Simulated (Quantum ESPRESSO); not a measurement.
**BN: single point with PBE**

**What was measured.**

A printed reference work, monograph reports, for a bulk crystal of BN at 300 K: band gap 6.4 eV (indirect).

BN:

```
N B
1.0
     0.00000    1.81300    1.81300
     1.81300    0.00000    1.81300
     1.81300    1.81300    0.00000
N B
1 1
Direct
  0.25000 0.25000 0.25000
  0.00000 0.00000 0.00000
```

The cell is a database's computed one.

| Quantity | Value |
| --- | --- |
| Program | Quantum ESPRESSO 7.5 |
| Task | single point |
| Functional | PBE |
| Potentials or basis | PseudoDojo 0.4.1 SR PBE standard |
| Cutoff | 1143 eV |
| Density cutoff | 4572 eV |
| k mesh | 8 × 8 × 8 |
| Occupations | fixed |
| Spin | no spin polarisation |

```json
{
  "Band gap on the k mesh, mean-field level": "4.52 eV, indirect (least direct gap 8.83 eV)"
}
```

Levels at points of the mesh, in eV from the valence-band top:
```csv
k point,band 1,band 2,band 3,band 4,band 5,band 6,band 7,band 8
"(0.00, 0.00, 0.00)",-20.11,0.00,0.00,0.00,8.83,8.83,8.83,10.22
"(0.00, 0.00, -0.50)",-15.93,-10.60,-1.93,-1.93,10.09,10.73,10.73,15.16
"(0.00, -0.50, -0.50)",-14.57,-8.85,-4.86,-4.86,4.52,9.29,17.77,17.77
```

It took 3.7 min on 1 thread of Arm Neoverse V2, on a shared host, peak memory 0.08 GiB.

Measured gap of BN: 6.4 eV (indirect; 300 K; a printed reference work, monograph). This calculation gives 4.52 eV (-1.88 eV). The value is that of PBE on a finite k mesh, which can miss the band edges, without temperature or zero-point motion. Semilocal functionals fall short of measured gaps as a rule. The cell is a database's relaxed one, not the measured one, which moves gaps too.
